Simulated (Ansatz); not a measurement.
KBr under changes of volume

One of the cells (35.937 Å³/atom); the others are scaled copies at fixed shape and fractional positions:

```
CELL_PARAMETERS angstrom
0.00000 3.30000 3.30000
3.30000 0.00000 3.30000
3.30000 3.30000 0.00000
ATOMIC_POSITIONS crystal
Br 0.50000 0.50000 0.50000
K 0.00000 0.00000 0.00000
```

| Quantity | Value |
| --- | --- |
| Program | Ansatz 0.2.0 |
| Functional | r2SCAN |
| Dispersion | D3(BJ) |
| Potentials or basis | Ansatz PAW |
| Cutoff | 500 eV (not typed: the program's choice for these potentials) |
| k mesh | 7 × 7 × 7 |
| Occupations | fermi-dirac, width 0.05 eV |
| Spin | no spin polarisation |

```tsv
volume (Å³/atom)	energy over the lowest point (meV/atom)	pressure (GPa)	gap on the mesh (eV)
33.781	?	?	?
34.500	0.51	0.3	5.20
35.218	0.00	-0.1	5.14
35.937	1.05	-0.4	5.08
36.656	3.47	-0.7	5.02
37.374	7.11	-0.9	4.97
38.093	11.83	-1.2	4.92
```

What does the run at 33.781 Å³/atom give?

Energy over the lowest point 2.77 meV/atom; pressure 0.7 GPa; gap on the mesh 5.26 eV.

Worked out: A Birch-Murnaghan fit of order 3 (a polynomial in V^(-2/3)) to the other rows has its minimum at 35.08 Å³/atom with B0 = V·E''(V) = 17.3 GPa and B' = 5.0. It gives 2.78 meV/atom at 33.781 Å³/atom, against the run's 2.77, and -dE/dV = 0.7 GPa, against 0.7. A straight line through the other rows of the gap, of slope -2.84 eV per unit of ln V (its deformation potential), extrapolates to 5.26 eV, against the run's 5.26.

Energies are extrapolated to zero smearing.

Caveats: odd divisions of the mesh miss points on the zone boundary, where band edges often lie, so the gap on the mesh can be too wide; the PAW data sets come from PBE, with cores solved anew for the run's functional, which leaves a small shift of forces and pressure; the dispersion damping was fitted for another functional or another form of the correction.

A mesh can miss the band edges. Spin-orbit coupling on Br is left out.
